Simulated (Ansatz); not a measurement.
We consider cubic perovskite CsPbI3 (cubic high-temperature phase), described by PBE in Ansatz (plane waves, PAW).

Run with plane-wave cutoff 520 eV, 6×6×6 k mesh, Fermi–Dirac smearing 0.01 eV, scalar-relativistic PAW data made under PBE.

The cell is scaled about its equilibrium volume:

| V (Å³/atom) | P (GPa) | direct gap at Γ (eV) | smallest gap on the k mesh (eV) |
|---|---|---|---|
| 49.216 | 1.06 | 4.318 | 1.296 |
| 50.263 | 0.66 | 4.290 | 1.365 |
| 51.310 | 0.31 | 4.262 | 1.428 |
| 52.357 | 0.00 | 4.237 | 1.486 |
| 53.404 | -0.28 | 4.212 | 1.539 |
| 54.451 | -0.53 | 4.188 | 1.587 |
| 55.498 | -0.75 | 4.164 | 1.631 |

The fundamental gap (1.49 eV at the equilibrium volume, with added k points) lies elsewhere than Γ–Γ.

Note: the relaxation could not lower the start's symmetry, so the cell can be a saddle point above a distorted one.

Spin–orbit coupling is not included; with these elements it can move the gap by several tenths of an eV or more.

Ansatz is an electronic-structure program.
